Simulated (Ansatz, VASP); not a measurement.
## HgTe in VASP and in Ansatz

```xyz
2
Lattice="0.0000 3.2218 3.2218 3.2218 0.0000 3.2218 3.2218 3.2218 0.0000" Properties=species:S:1:pos:R:3 pbc="T T T"
Hg    0.0000    0.0000    0.0000
Te    1.6109    1.6109    1.6109
```

Alike in both runs: task single point; functional PBEsol; k mesh 12 × 12 × 12; occupations gaussian, width 0.1 eV; no spin polarisation.

```csv
,VASP,Ansatz
version,VASP 6.6.1,Ansatz 0.2.0
potentials or method,"VASP PAW PBE potentials, release 64 (Hg, Te)","scalar-relativistic, plane waves, PAW"
plane-wave cutoff (eV),520,420
valence electrons in the cell,18,36
```

```tsv
	VASP	Ansatz	Ansatz less VASP
gap on the k mesh at the Fermi level (eV)	none	none	-
pressure (GPa)	1.5	1.4	-0.12
```

A gap of «none» marks a metal or a gap that the smearing closes. The two sets of potentials don't hold the same shells in valence.

Caveats: the PAW data sets were made with another functional, which shifts forces and pressure a little (VASP). The runs have no spin-orbit coupling, so splittings on Hg, Te are missing.
